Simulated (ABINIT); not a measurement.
Runs of ABINIT 10.8.3 (patched build) on RbBr. It takes space group Fm-3m (No. 225, cubic). The conventional cell has a = 6.854 Å, b = 6.854 Å, c = 6.854 Å, α = 90.00°, β = 90.00°, γ = 90.00°. Rb (site symmetry m-3m) is surrounded by 6 Br at 3.43 Å. Br (site symmetry m-3m) is surrounded by 6 Rb at 3.43 Å. 

```tsv
task	level	potentials or basis	cutoff (eV)	fine-grid cutoff	gap on the mesh (eV)	pressure (GPa)
single point	PBEsol	PseudoDojo NC SR PBEsol v0.4.1 standard	626	-	4.21	-0.1
band structure	PBE	JTH PAW PBE v2.0	435	870.764 eV	(a)	(b)
band structure	r2SCAN	JTH PAW PBE v2.0	517	1034.03 eV	4.96	1.0
band structure	LDA	JTH PAW LDA v2.0	435	870.764 eV	3.94	-1.1
band structure	PBEsol	PseudoDojo NC SR PBEsol v0.4.1 standard	626	-	4.21	-0.1
```

Alike in all rows: no spin polarisation; cell as given; k mesh 7 × 7 × 7; smearing fermi-dirac 0.05 eV.

Question: Fill in the values left out.

Answer: (a) 4.35; (b) 1.1.

Caveats: an odd mesh through Γ misses points on the zone boundary, where band edges often lie (some runs); the PAW data sets were made with another functional, which shifts forces and pressure a little (some runs).

A k mesh can miss the band edges, and the runs leave out spin-orbit coupling on Br, Rb.
